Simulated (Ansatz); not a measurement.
# Generalised stacking fault on (110) of a KCl-RbCl solid solution (80 atoms): geometry optimisation

How does generalised stacking fault on (110) of a KCl-RbCl solid solution (80 atoms) relax, and what do bonds, charges and levels look like afterwards?

Program: Ansatz 0.2.0. Level of theory: Kohn-Sham DFT, PBE, PAW (set soft_2), plane waves. Results are calculated unless marked as measured.

**1. The structure**

The cell holds 80 atoms: 13 Rb, 40 Cl and 27 K. Cell: a = 7.339 Å, b = 10.379 Å, c = 26.228 Å, α = 90.0°, β = 83.3°, γ = 90.0°. It derives from KCl and RbCl. CsCl-type KCl lattice (a = 3.6697 Å, the value set for the mixture), cell with z along [110], 2 x 2 x 5 periods; the third cell vector is tilted by 0.833 of [001] and lengthened by 0.1 Å, so the cell holds one fault; displaced by a Gaussian of 0.01 Å; 13 of 40 K sites given to Rb at random (lattice constant by Vegard's rule between KCl and RbCl).

Limits known from the start: Atoms were free to move along the slip, so the relaxation can undo part or all of it. The host structure and its lattice constant were typed by rule, without a check against the phase diagram.

**2. Single point at the start**

The forces at the start show how far the geometry lies from a minimum of this functional.

The input, input.yaml:

```yaml
crystal:
  lattice:
    - [7.3394, 0.0, 0.0]
    - [0.0, 10.37948, 0.0]
    - [3.05811, 0.0, 26.0487]
  atoms:
    - { symbol: Rb, position: [0.58429, 0.00092, 0.99566] }
    - { symbol: Cl, position: [0.20803, 0.00062, 0.09925] }
    - { symbol: K, position: [0.08558, 0.99894, 0.99608] }
    - { symbol: Cl, position: [0.70981, 0.9991, 0.09992] }
    [... 70 atom lines left out ...]
    - { symbol: K, position: [0.12765, 0.24925, 0.89615] }
    - { symbol: Cl, position: [0.33415, 0.2492, 0.99604] }
    - { symbol: K, position: [0.62775, 0.74971, 0.89558] }
    - { symbol: Cl, position: [0.83411, 0.74949, 0.99572] }
    - { symbol: Rb, position: [0.12814, 0.75033, 0.89632] }
    - { symbol: Cl, position: [0.33741, 0.75161, 0.99571] }
kpoints:
  mp_grid: { grid: [2, 1, 1] }
hamiltonian:
  xc: pbe
scf:
  occupations: { method: gaussian, width: 0.025 }
output:
  forces: true
  stress: true
  populations: intrinsic
  dos:
    method: { smearing: { sigma: 0.1 } }
    de: 0.1
    projected: { site_lists: { Cl: [Cl], K: [K], Rb: [Rb] } }
  eigenvalues: true
```

On the command line:

```bash
> ansatz run input.yaml --threads 8 --pin off --max-ram 15872MiB --backend cpu --events-out ev --progress --plain --runs-dir out
```

The job ended after 35 s (8 threads of Arm Neoverse V2, shared host; peak memory 6.7 GiB).

The run gave:

```yaml
free_energy: -127321.4679 eV
free_energy_per_atom: -1591.5183 eV/atom
scf_cycles: 6
pressure: 4.985 GPa
r_m_s_force_component: 0.1108 eV/Å
longest_force: 0.543 eV/Å
fermi_energy: 6.457 eV
spacing_of_highest_filled_and_lowest_empty_level: 5.579 eV
```

The r.m.s. force component of 0.11 eV/Å and the pressure of 5.0 GPa set the starting point.

Neighbours are counted within 3.48 Å (Cl-K), 3.48 Å (Cl-Rb).

Length of the force by element and coordination:

```
element  coordination  atoms  mean length of the force (eV/Å)  spread   least    most
     Cl           all     40                            0.241   0.085   0.123   0.543
     Cl             7      8                            0.270   0.131   0.163   0.543
     Cl             8     32                            0.233  0.0668   0.123   0.361
      K           all     27                           0.0672  0.0475  0.0072   0.191
      K             7      6                            0.144  0.0327  0.0941   0.191
      K             8     21                           0.0452  0.0204  0.0072   0.088
     Rb           all     13                           0.0807  0.0763  0.0237   0.312
     Rb             7      2                            0.244  0.0684   0.175   0.312
     Rb             8     11                            0.051  0.0176  0.0237  0.0767
```

**3. Relaxation**

The atoms are relaxed in the fixed cell, aiming at the force tolerance of the input.

input.yaml, the sections that differ from step 2:

```yaml
output:
  forces: true
relax:
  f_tol: 0.03
  max_steps: 98
# crystal, kpoints, hamiltonian, scf: as in step 2
```

The job ended after 90 s (8 threads; peak memory 6.9 GiB; 12 min of CPU time).

Step by step:

```csv
step,energy less that of the first step (eV),largest force component (eV/Å)
1,0.0000,0.3886
2,-0.4133,0.1613
3,-0.5944,0.0164
4,-0.5944,0.0164
5,-0.6031,0.0327
6,-0.6066,0.0177
7,-0.6066,0.0177
```

The atoms that moved most (Å):

```csv
atom,dx,dy,dz,length
Cl4,0.327,-0.020,-0.053,0.332
Cl76,-0.317,0.033,0.027,0.320
Cl80,-0.284,-0.052,0.098,0.305
K17,0.286,0.000,-0.053,0.291
K3,-0.288,0.008,0.036,0.291
Cl78,-0.275,-0.027,0.085,0.289
Rb1,-0.276,-0.006,0.067,0.284
Cl70,-0.244,-0.047,0.132,0.282
```

The relaxation changed the energy by -7.58 meV/atom, and atoms moved by 0.18 Å r.m.s., 0.33 Å at most.

**4. Distances and neighbours after relaxation**

Bonds before and after, by the cutoffs listed below:

```csv
pair,bonds before,bonds after,mean before (Å),mean after (Å),spread before (Å),spread after (Å)
Cl-K,213,216,3.178,3.167,0.065,0.036
Cl-Rb,104,104,3.183,3.215,0.072,0.026
```

Density 3.00 g/cm³, 24.80 Å³ an atom.

g(r), total and by pair (bins of 0.2 Å):

```csv
r (Å),total,Cl-Cl,Cl-K,Cl-Rb,K-K,K-Rb,Rb-Rb
3.00,0.10,0.00,0.31,0.00,0.00,0.00,0.00
3.20,7.69,0.00,15.45,15.27,0.00,0.00,0.00
3.40,0.00,0.00,0.00,0.00,0.00,0.00,0.00
3.60,3.51,5.96,0.00,0.00,8.50,7.65,7.60
3.80,0.88,2.82,0.00,0.00,0.16,1.29,0.68
4.00,0.00,0.00,0.00,0.00,0.00,0.00,0.00
4.20,0.00,0.00,0.00,0.00,0.00,0.00,0.00
4.40,0.00,0.00,0.00,0.00,0.00,0.00,0.00
4.60,0.00,0.00,0.00,0.00,0.00,0.00,0.00
4.80,0.00,0.00,0.00,0.00,0.00,0.00,0.00
5.00,0.20,0.81,0.00,0.00,0.00,0.00,0.00
5.20,4.06,7.45,0.00,0.00,8.69,9.00,8.26
5.40,0.13,0.52,0.00,0.00,0.00,0.00,0.00
5.60,0.00,0.00,0.00,0.00,0.00,0.00,0.00
5.80,0.00,0.00,0.00,0.00,0.00,0.00,0.00
6.00,3.52,0.00,6.94,7.24,0.00,0.00,0.00
6.20,3.25,1.03,5.82,5.51,0.66,0.46,0.00
6.40,1.54,2.75,0.00,0.00,2.66,4.64,1.36
6.60,0.03,0.12,0.00,0.00,0.00,0.00,0.00
6.80,0.00,0.00,0.00,0.00,0.00,0.00,0.00
7.00,0.00,0.00,0.00,0.00,0.00,0.00,0.00
7.20,0.06,0.20,0.00,0.00,0.04,0.00,0.00
7.40,1.04,1.99,0.00,0.00,2.49,1.50,3.65
7.60,0.00,0.00,0.00,0.00,0.00,0.00,0.00
7.80,0.23,0.00,0.44,0.49,0.00,0.00,0.00
```

Bonds by pair of elements; cutoffs follow the first minimum of g(r), held within bounds set by covalent radii, and pairs that aren't listed don't count as bonded:

| pair A-B | cutoff (Å) | bonds | mean length (Å) | spread (Å) | shortest (Å) | B about A | A about B |
| --- | --- | --- | --- | --- | --- | --- | --- |
| Cl-K | 3.62 | 216 | 3.17 | 0.036 | 3.09 | 5.4 | 8 |
| Cl-Rb | 3.68 | 104 | 3.21 | 0.026 | 3.15 | 2.6 | 8 |

How many atoms have how many bonded neighbours:

```csv
element,mean,8
Cl,8,40
K,8,27
Rb,8,13
```

Bond angles, per cent of each kind in bins of 5°:

```csv
angle (°),Cl-K-Cl,K-Cl-Rb,K-Cl-K,Cl-Rb-Cl,Rb-Cl-Rb
65–70,14.8,15.6,2.4,13.5,38.2
70–75,28.0,25.6,41.3,29.4,8.8
75–80,0.0,0.0,0.0,0.0,0.0
80–85,0.0,0.0,0.0,0.0,0.0
85–90,0.0,0.0,0.0,0.0,0.0
90–95,0.0,0.0,0.0,0.0,0.0
95–100,0.0,0.0,0.0,0.0,0.0
100–105,0.0,0.0,0.0,0.0,0.0
105–110,28.2,34.0,22.7,28.6,44.1
110–115,14.7,7.2,21.1,14.3,2.9
115–120,0.0,0.0,0.0,0.0,0.0
120–125,0.0,0.0,0.0,0.0,0.0
125–130,0.0,0.0,0.0,0.0,0.0
130–135,0.0,0.0,0.0,0.0,0.0
135–140,0.0,0.0,0.0,0.0,0.0
140–145,0.0,0.0,0.0,0.0,0.0
145–150,0.0,0.0,0.0,0.0,0.0
150–155,0.0,0.0,0.0,0.0,0.0
155–160,0.0,0.0,0.0,0.0,0.0
160–165,0.0,0.0,0.0,0.0,0.0
165–170,0.0,0.0,0.0,0.0,0.0
170–175,0.0,0.0,0.0,0.0,0.0
175–180,14.3,17.6,12.6,14.3,5.9
```

Bond angles (no mean is given where the spread exceeds 20°):

| angle | count | mean (°) | spread (°) |
| --- | --- | --- | --- |
| Cl-K-Cl | 756 | - | - |
| K-Cl-Rb | 524 | - | - |
| K-Cl-K | 494 | - | - |
| Cl-Rb-Cl | 364 | - | - |
| Rb-Cl-Rb | 102 | - | - |

For some of the pairs, g(r) has its first main peak near 3.67 Å (Cl-Cl), 3.16 Å (Cl-K), 3.22 Å (Cl-Rb), 3.67 Å (K-K), 3.68 Å (K-Rb) and 3.68 Å (Rb-Rb). By these cutoffs all Cl atoms have 8, all K atoms have 8 and all Rb atoms have 8 bonded neighbours.

**5. Single point at the relaxed geometry**

One more single point at the end of the walk gives the fuller output and checks the residual forces.

The input, input.yaml:

```yaml
crystal:
  lattice:
    - [7.3394, 0.0, 0.0]
    - [0.0, 10.37948, 0.0]
    - [3.05811, 0.0, 26.0487]
  atoms:
    - { symbol: Rb, position: [0.54566, 0.0003, 0.99822] }
    - { symbol: Cl, position: [0.23802, 0.99744, 0.09724] }
    - { symbol: K, position: [0.04571, 0.99971, 0.99745] }
    - { symbol: Cl, position: [0.75523, 0.99719, 0.09787] }
    [... 70 atom lines left out ...]
    - { symbol: K, position: [0.09647, 0.24942, 0.89856] }
    - { symbol: Cl, position: [0.29056, 0.25239, 0.99708] }
    - { symbol: K, position: [0.5966, 0.75051, 0.89881] }
    - { symbol: Cl, position: [0.7953, 0.74688, 0.99897] }
    - { symbol: Rb, position: [0.09682, 0.74982, 0.89896] }
    - { symbol: Cl, position: [0.29711, 0.74664, 0.99949] }
kpoints:
  mp_grid: { grid: [2, 1, 1] }
hamiltonian:
  xc: pbe
scf:
  occupations: { method: gaussian, width: 0.025 }
output:
  forces: true
  stress: true
  populations: true
  dos:
    method: { smearing: { sigma: 0.1 } }
    de: 0.1
    projected: { site_lists: { Cl: [Cl], K: [K], Rb: [Rb] } }
  eigenvalues: true
  write_density: true
  write_potential: true
  volumetric_format: npy
```

It took 38 s on 8 threads; peak memory 6.8 GiB.

Read from the output:

```yaml
free_energy: -127322.0745 eV
free_energy_per_atom: -1591.5259 eV/atom
scf_cycles: 6
pressure: 4.769 GPa
r_m_s_force_component: 0.00474 eV/Å
longest_force: 0.01782 eV/Å
fermi_energy: 6.48 eV
spacing_of_highest_filled_and_lowest_empty_level: 5.59 eV
spilling_of_the_projection: 0.004334
```

Löwdin charges by element (they lack the spilled electrons, 0.035 e an atom on average):

```
element  coordination  atoms  mean charge (e)  spread   least    most
     Cl           all     40           -0.699  5.0e-4  -0.700  -0.698
      K           all     27            0.754  0.0054   0.743   0.763
     Rb           all     13            0.798  0.0048   0.788   0.804
```

States in the cell by windows of 1 eV, zero at the Fermi level; the larger projections on atomic orbitals stand beside the total:

```csv
from (eV),to (eV),total,Cl p,K s
-10,-6,0.0,0.0,0.0
-6,-5,0.4,0.3,0.0
-5,-4,87.0,80.8,2.6
-4,-3,136.9,132.4,0.7
-3,-2,15.8,15.7,0.0
-2,2,0.0,0.0,0.0
2,3,1.0,0.0,0.5
3,4,18.2,0.2,4.3
4,5,64.2,1.6,11.7
```

Between -26 and -10 eV lie 320 more states.

The stored curve holds about 560 of the 640 electrons; the rest, give or take the few that broadening carries across the Fermi level, lie in deeper levels below its range.

The levels nearest the highest filled one (over half full), pooled over k-points and spins:

```csv
level less the highest filled one (eV),occupation
-0.141,2
-0.0565,2
-0.0489,2
-0.0114,2
-0.0093,2
0,2
5.59,0
6.10,0
6.11,0
6.22,0
6.23,0
6.25,0
```

Mean Löwdin charges: Cl -0.70, K +0.75, Rb +0.80 e (they miss 0.43 % of the electrons, so they add up to more than the cell's charge).

**6. What came out**

```json
{"energy change in the relaxation": "-7.583 meV/atom", "r.m.s. displacement": "0.185 Å", "largest displacement": "0.332 Å", "free energy per atom": "-1591.5259 eV/atom", "density": "3 g/cm³", "pressure": "4.769 GPa", "r.m.s. force component": "0.00474 eV/Å", "gap (highest filled to lowest empty level)": "5.59 eV", "wall time of the 3 DFT runs": "2.7 min"}
```

In words: Relaxation lowers the energy by 7.58 meV/atom and moves atoms by 0.18 Å r.m.s.; the r.m.s. force component goes from 0.11 to 0.0047 eV/Å, the pressure goes from 5.0 to 4.8 GPa, and the gap from 5.58 to 5.59 eV. By the final cutoffs 0 of 317 bonded pairs parted and 3 joined. Afterwards all atoms of each element have one and the same coordination, so bonds have reconnected across the defect, which no longer shows in the counts. Layers on the two sides of the fault moved in opposite directions along the plane, so much of the imposed slip has spread into a shear of the crystal. First to last step the energy falls by 0.607 eV; the largest move, 0.33 Å, is that of Cl4. The Cl-Rb bonds change most in mean length: from 3.183 Å (spread 0.072) to 3.215 Å (spread 0.026). With the cutoffs above, all Cl atoms have 8, all K atoms have 8 and all Rb atoms have 8 bonded neighbours. Between filled and empty levels lie 5.59 eV on the run's k-points; the mesh holds the band edges only if they fold onto it, so the gap at this level can be narrower or closed, while semilocal functionals tend to narrow gaps against experiment.

Caveats: Atoms were free to move along the slip, so the relaxation can undo part or all of it. The pressure of 4.8 GPa means that a free cell would grow at this level.

[Logs are printed without paths, hosts, clocks, repeated set-up lines and the standing remarks that a program may print on its own settings, such as how far it seeks lower states.]

[Hosts, paths, dates, database ids (printed as entryN), source tags and the programs' standing remarks are cut or masked in the printed files.]
